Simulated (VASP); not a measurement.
AlN:

```
Al N
1.0
     3.13019    0.00000    0.00000
    -1.56509    2.71082    0.00000
     0.00000    0.00000   10.03632
Al N
4 4
Direct
  0.00000 0.00000 0.00000
  0.33333 0.66667 0.25000
  0.66667 0.33333 0.50000
  0.33333 0.66667 0.75000
  0.00000 0.00000 0.18750
  0.33333 0.66667 0.43750
  0.66667 0.33333 0.68750
  0.33333 0.66667 0.93750
```

The cell was built by a generator and needn't be a form met in nature.

```yaml
Program: VASP 6.6.1
Task: relaxation of cell and atoms
Functional: PBE
Potentials_or_basis: VASP PAW PBE potentials, release 64 (Al, N)
Cutoff: 600 eV
k_mesh: 9 × 9 × 3
Occupations: gaussian, width 0.02 eV
Spin: no spin polarisation
```

At the start: pressure -0.0 GPa; volume 10.65 Å³/atom.

Problem. How do energy, volume and symmetry change on relaxing?

Solution. Over 6 steps the energy falls by 2.7 meV/atom and the volume is 10.64 Å³/atom (-0.1 %); space group P6_3mc (No. 186, to 0.05 Å).

Step by step:
| step | energy change (eV) | largest force (eV/Å) | pressure (GPa) | volume (Å³) |
| --- | --- | --- | --- | --- |
| 1 | 0.0000 | 0.4775 | -0.02 | 85.16 |
| 2 | -0.0035 | 0.3475 | 0.07 | 85.14 |
| 3 | -0.0218 | 0.0518 | -0.10 | 85.15 |
| 4 | -0.0218 | 0.0483 | -0.10 | 85.15 |
| 5 | -0.0219 | 0.0153 | 0.07 | 85.08 |
| 6 | -0.0219 | 0.0016 | 0.03 | 85.10 |

Final structure:
```
CELL_PARAMETERS angstrom
3.11880 0.00000 0.00000
-1.55940 2.70096 0.00000
0.00000 0.00000 10.10209
ATOMIC_POSITIONS crystal
Al 0.00000 0.00000 0.99982
Al 0.33333 0.66667 0.24874
Al 0.66667 0.33333 0.49982
Al 0.33333 0.66667 0.74874
N 0.00000 0.00000 0.18821
N 0.33333 0.66667 0.43822
N 0.66667 0.33333 0.68821
N 0.33333 0.66667 0.93822
```
